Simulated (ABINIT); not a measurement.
# AlP (F-43m): G0W0 with ABINIT, start to end

Wanted: ground state, empty states, screening and self-energy for AlP (F-43m).

Program: ABINIT 10.8.3. Level of theory: PBE and many-body steps on it, plane waves. Results are calculated unless marked as measured.

The database entry behind the starting cell differs from later determinations by our own check (0.1 to 0.3 % short, probably kX units), so it need not match the best structure at ambient conditions.

### Step 1. The starting structure

It takes space group F-43m (No. 216, cubic). The conventional cell has a = 5.451 Å, b = 5.451 Å, c = 5.451 Å, α = 90.00°, β = 90.00°, γ = 90.00°. Nearest to Al lie 4 P at 2.36 Å. Nearest to P lie 4 Al at 2.36 Å. Farther neighbours are not listed.

The cell and positions come from the Crystallography Open Database and are kept as given unless a step says otherwise.

### Step 2. Ground state

This step: ABINIT 10.8.3; DFT, PBE, plane waves, norm-conserving pseudopotentials.

The ground-state density comes first.

run.abi

```
acell 3*1.0 Angstrom
rprim 
  -0.000000000000 2.725500000000 2.725500000000
  2.725500000000 -0.000000000000 2.725500000000
  2.725500000000 2.725500000000 -0.000000000000
ntypat 2
znucl 13 15
natom 2
typat 1 2
xred 
  0.000000000000 0.000000000000 0.000000000000
  0.250000000000 0.250000000000 0.250000000000
pp_dirpath "pseudos"
pseudos "Al.upf, P.upf"
ecut 18
ngkpt 6 6 6
nshiftk 1
shiftk 0 0 0
kptopt 1
chksymbreak 0
nband 9
occopt 1
tolvrs 1e-10
nstep 60
prtwf 0
optforces 0
optstress 0
indata_prefix "in"
outdata_prefix "out"
tmpdata_prefix "tmp"
```

Run with:

```bash
$ OMP_NUM_THREADS=1 mpirun -n 8 abinit run.abi > log
```

Numbers of over 12 decimals in the logs are rounded to 6 here.

The log of the run:

```text
.Version 10.8.3 of ABINIT. v10.8.2 released Aug 2026.

 Symmetries : space group F-4 3 m (#216); Bravais cF (face-center cubic)
================================================================================
 Values of the parameters that define the memory need of the present run
     intxc =       0    ionmov =       0      iscf =       7    lmnmax =       6
     lnmax =       6     mgfft =      30  mpssoang =       3    mqgrid =    3001
     natom =       2  nloc_mem =       1    nspden =       1   nspinor =       1
    nsppol =       1      nsym =      24    n1xccc =    2501    ntypat =       2
    occopt =       1   xclevel =       2
-    mband =           9        mffmem =           1         mkmem =           2
       mpw =        1018          nfft =       27000          nkpt =          16
================================================================================
  Rough estimation (10% accuracy) of disk space for files :
================================================================================

--------------------------------------------------------------------------------
------------- Echo of variables that govern the present computation ------------
--------------------------------------------------------------------------------
 -outvars: echo values of preprocessed input variables --------
            acell      1.8897261259E+00  1.8897261259E+00  1.8897261259E+00 Bohr

      chksymbreak           0
             ecut      1.80000000E+01 Hartree
-          fftalg         312

              ixc     -101130
              kpt      0.00000000E+00  0.00000000E+00  0.00000000E+00
                       1.66666667E-01  0.00000000E+00  0.00000000E+00
                       3.33333333E-01  0.00000000E+00  0.00000000E+00
                       5.00000000E-01  0.00000000E+00  0.00000000E+00
                       1.66666667E-01  1.66666667E-01  0.00000000E+00
                       3.33333333E-01  1.66666667E-01  0.00000000E+00
                       5.00000000E-01  1.66666667E-01  0.00000000E+00
                      -3.33333333E-01  1.66666667E-01  0.00000000E+00
                      -1.66666667E-01  1.66666667E-01  0.00000000E+00
   [... 5 further rows ...]
                      -3.33333333E-01  3.33333333E-01  1.66666667E-01
                      -3.33333333E-01  5.00000000E-01  1.66666667E-01
         kptrlatt        6    0    0      0    6    0      0    0    6
          kptrlen      4.37030052E+01
P           mkmem           2
            natom           2
            nband           9
            ngfft          30      30      30
             nkpt          16
            nstep          60
             nsym          24
           ntypat           2
              occ      2.000000  2.000000  2.000000  2.000000  0.000000  0.000000
[...]
optforces           0
        optstress           0
            prtwf           0
            rprim     -0.0000000000E+00  2.7255000000E+00  2.7255000000E+00
[...]
spgroup         216

           tolvrs      1.00000000E-10

             xred      0.0000000000E+00  0.0000000000E+00  0.0000000000E+00
[...]
znucl       13.00000   15.00000

================================================================================

 chkinp: Checking input parameters for consistency.

================================================================================
== DATASET  1 ==================================================================
-   mpi_nproc: 8, omp_nthreads: 1 (-1 if OMP is not activated)

--- !DatasetInfo
iteration_state: {dtset: 1, }
dimensions: {natom: 2, nkpt: 16, mband: 9, nsppol: 1, nspinor: 1, nspden: 1, mpw: 1018, }
cutoff_energies: {ecut:  18.0, pawecutdg:  -1.0, }
electrons: {nelect:   8.00000000E+00, charge:   0.00000000E+00, occopt:   1.00000000E+00, tsmear:   1.00000000E-02, }

 Real(R)+Recip(G) space primitive vectors, cartesian coordinates (Bohr,Bohr^-1):
 R(1)=  0.0000000  5.1504486  5.1504486  G(1)= -0.0970789  0.0970789  0.0970789
 R(2)=  5.1504486  0.0000000  5.1504486  G(2)=  0.0970789 -0.0970789  0.0970789
 R(3)=  5.1504486  5.1504486  0.0000000  G(3)=  0.0970789  0.0970789 -0.0970789
 Unit cell volume ucvol=  2.7325314E+02 bohr^3
 Angles (23,13,12)=  6.00000000E+01  6.00000000E+01  6.00000000E+01 degrees

 getcut: wavevector=  0.0000  0.0000  0.0000  ngfft=  30  30  30
         ecut(hartree)=     18.000   => boxcut(ratio)=   2.15895

--- Pseudopotential description ------------------------------------------------
- Al Generated using ONCVPSP code by D. R. Hamann
- 13.00000   3.00000  171031                  znucl, zion, pspdat
12 -101130 2 -1 1876                          pspcod,pspxc,lmax,lloc,mmax
     nproj     2     2     2
  pspatm : epsatm=    4.08140545
         --- l  ekb(1:nproj) -->
[...]
pspatm: atomic psp has been read  and splines computed

- P Generated using ONCVPSP code by D. R. Hamann
- 15.00000   5.00000  171031                  znucl, zion, pspdat
12 -101130 2 -1 1298                          pspcod,pspxc,lmax,lloc,mmax
     nproj     2     2     2
  pspatm : epsatm=    8.05910421
         --- l  ekb(1:nproj) -->
[...]
2   -3.154982   -0.827415
 pspatm: atomic psp has been read  and splines computed

   9.71240773E+01                                ecore*ucvol(ha*bohr**3)
--------------------------------------------------------------------------------

_setup2: Arith. and geom. avg. npw (full set) are     998.069     998.024

================================================================================

--- !BeginCycle
iteration_state: {dtset: 1, }
solver: {iscf: 7, nstep: 60, nline: 4, wfoptalg: 0, }
tolerances: {tolvrs: 1.00E-10, }

     iter   Etot(hartree)      deltaE(h)  residm     vres2
 ETOT  1  -9.271679    -9.272E+00 3.881E-02 3.343E+01
 ETOT  2  -9.287571    -1.589E-02 9.915E-04 1.621E+00
 ETOT  3  -9.288072    -5.006E-04 4.627E-04 1.431E-02
 ETOT  4  -9.288074    -2.080E-06 2.380E-04 1.172E-03
 ETOT  5  -9.288074    -1.223E-07 1.187E-04 5.001E-05
 ETOT  6  -9.288074    -4.239E-09 7.577E-05 2.240E-07
 ETOT  7  -9.288074    -1.653E-11 4.397E-05 2.042E-09
 ETOT  8  -9.288074    -2.025E-13 2.782E-05 6.756E-11

 At SCF step    8       vres2   =  6.76E-11 < tolvrs=  1.00E-10 =>converged.

--- !ResultsGS
iteration_state: {dtset: 1, }
comment   : Summary of ground state results
lattice_vectors:
- [ -0.0000000,   5.1504486,   5.1504486, ]
- [  5.1504486,  -0.0000000,   5.1504486, ]
- [  5.1504486,   5.1504486,  -0.0000000, ]
lattice_lengths: [   7.28383,    7.28383,    7.28383, ]
lattice_angles: [ 60.000,  60.000,  60.000, ] # degrees, (23, 13, 12)
lattice_volume:   2.7325314E+02
convergence: {deltae: -2.025E-13, res2:  6.756E-11, residm:  2.782E-05, diffor:  0.000E+00, }
etotal    :  -9.28807401E+00
entropy   :   0.00000000E+00
fermie    :   1.42408811E-01
cartesian_stress_tensor: null
pressure_GPa: null
xred      :
- [  0.0000E+00,   0.0000E+00,   0.0000E+00, Al]
- [  2.5000E-01,   2.5000E-01,   2.5000E-01,  P]
cartesian_forces: null
force_length_stats: {min: null, max: null, mean: null, }

 Integrated electronic density in atomic spheres:
 ------------------------------------------------
 Atom  Sphere_radius  Integrated_density
    1        2.00000          0.91813599
    2        2.00000          2.85480470
================================================================================

 ----iterations are completed or convergence reached----

 Mean square residual over all n,k,spin=   31.492E-08; max=  27.815E-06
 reduced coordinates (array xred) for    2 atoms
       0.000000000000      0.000000000000      0.000000000000
       0.250000000000      0.250000000000      0.250000000000
 rms dE/dt=  0.0000E+00; max dE/dt=  0.0000E+00; dE/dt below (all hartree)
    1       0.000000000000      0.000000000000      0.000000000000
    2       0.000000000000      0.000000000000      0.000000000000

 cartesian coordinates (angstrom) at end:
    1      0.000000     0.000000     0.000000
    2      1.362750     1.362750     1.362750
 length scales=  1.889726125908  1.889726125908  1.889726125908 bohr
              =  1.000000000000  1.000000000000  1.000000000000 angstroms
 prteigrs : about to open file out_EIG
 Fermi (or HOMO) energy (hartree) =   0.14241   Average Vxc (hartree)=  -0.33362
 Eigenvalues (hartree) for nkpt=  16  k points:
 kpt#   1, nband=  9, wtk=  0.00463, kpt=  0.0000  0.0000  0.0000 (reduced coord)
  -0.28161    0.14241    0.14241    0.14241    0.26461    0.31015    0.31015    0.31015
   0.46655
 prteigrs : prtvol=0 or 1, do not print more k-points.

--- !EnergyTerms
iteration_state     : {dtset: 1, }
comment             : Components of total free energy in Hartree
kinetic             :  3.40239808233143E+00
hartree             :  9.20108681604988E-01
xc                  : -3.15384242951157E+00
Ewald energy        : -8.73435525365249E+00
psp_core            :  3.55436275216982E-01
local_psp           : -3.48632771492064E+00
non_local_psp       :  1.40850834628920E+00
total_energy        : -9.28807401264210E+00
total_energy_eV     : -2.52741369439263E+02
band_energy         : -1.71170879024503E-01

== END DATASET(S) ==============================================================
================================================================================

 -outvars: echo values of variables after computation  --------
           etotal     -9.2880740126E+00
            nband           9
             nkpt          16
          spgroup         216
 [... the other variables as echoed above ...]

 Calculation completed.
```

Run time: 2.2 s. Hardware: 8 MPI ranks of Arm Neoverse V2, shared host; peak memory 0.07 GiB.

This step gave:

```yaml
total_energy: -252.7414 eV
gap: 1.564 eV
k_of_the_valence_top: 0, 0, 0
k_of_the_conduction_bottom: 0.5, 0.5, 0
least_direct_gap: 3.325 eV
```

The gap is indirect, with the least direct gap 1.76 eV higher.

[end of part 1 of 3]

[Paths, hosts, dates, memory and timing lines, banners, echoed tables and standing remarks are left out of the program output.]

[Logs are printed without paths, hosts, clocks, repeated set-up lines and the standing remarks that a program may print on its own settings, such as how far it seeks lower states.]

[Runs of the session that timed out or met a known fault of the program may be left out.]

[Hosts, paths, dates, database ids (printed as entryN), source tags and the programs' standing remarks are cut or masked in the printed files.]

[G0W0 gaps are taken among the corrected bands and points alone; a level outside them can change the order at an edge.]

[Where Ansatz stands beside ABINIT at settings called matched, ABINIT's density can come from a denser mesh and the files from another edition; pairs whose starting gaps differed by over 0.03 eV were left out, so agreement reads better than it is.]
